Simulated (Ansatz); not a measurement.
Structure: a 10-atom cell of In₂O₃ built on the corundum structure (relaxed group R-3c), at its r2SCAN minimum. It is trigonal, R-3c (No. 167); a = 5.508 Å, c = 14.563 Å in the conventional setting, 12.75 Å³ an atom. Around In lie 6 O at 2.13–2.26 Å; around O lie 4 In at 2.13–2.26 Å.

```
CELL_PARAMETERS angstrom
2.75382 1.58992 4.85433
-2.75382 1.58992 4.85433
0.00000 -3.17984 4.85433
ATOMIC_POSITIONS crystal
In 0.14296 0.14296 0.14296
In 0.35704 0.35704 0.35704
In 0.64296 0.64296 0.64296
In 0.85704 0.85704 0.85704
O 0.95339 0.54661 0.25000
O 0.45339 0.75000 0.04661
O 0.54661 0.25000 0.95339
O 0.25000 0.95339 0.54661
O 0.75000 0.04661 0.45339
O 0.04661 0.45339 0.75000
```

3 runs of Ansatz on this cell differ in the functional (and in the settings that go with it). Levels are in eV from each run's valence top; v1 is the last filled band, c1 the first empty one.

Run A, mean stress 0.0 GPa (compression positive):
```tsv
point	v5	v3	v1	c1	c2	c3
Γ	-0.40	-0.26	-0.04	1.80	6.18	6.96
T	-1.09	-0.19	-0.19	4.94	4.94	7.88
H₂	-0.78	-0.35	-0.15	6.20	6.20	6.50
```

Run B, mean stress +6.4 GPa (compression positive):
```tsv
point	v5	v3	v1	c1	c2	c3
Γ	-0.38	-0.26	-0.05	1.22	5.52	6.20
T	-1.09	-0.19	-0.19	4.36	4.36	7.11
H₂	-0.78	-0.34	-0.16	5.53	5.53	5.86
```

Run C, mean stress -1.2 GPa (compression positive):
```tsv
point	v5	v3	v1	c1	c2	c3
Γ	-0.47	-0.27	-0.01	3.42	7.96	8.85
T	-1.18	-0.19	-0.19	6.72	6.72	9.88
H₂	-0.85	-0.37	-0.16	8.06	8.06	8.40
```

Problem. Match the runs to PBE, r2SCAN, PBE0.

Solution. A is r2SCAN, B is PBE, C is PBE0. In order of the gap: PBE 1.22, r2SCAN 1.80, PBE0 3.42 eV. The stress vanishes for r2SCAN, which relaxed the cell.

No spin polarisation and no zero-point or thermal motion.

No spin-orbit coupling is included; it can move band edges with weight on the heavy atoms by tenths of an eV.

The stress of a hybrid is loosely converged in these runs.

The meshes of the hybrids are coarse, so their gaps aren't converged to the digits shown.
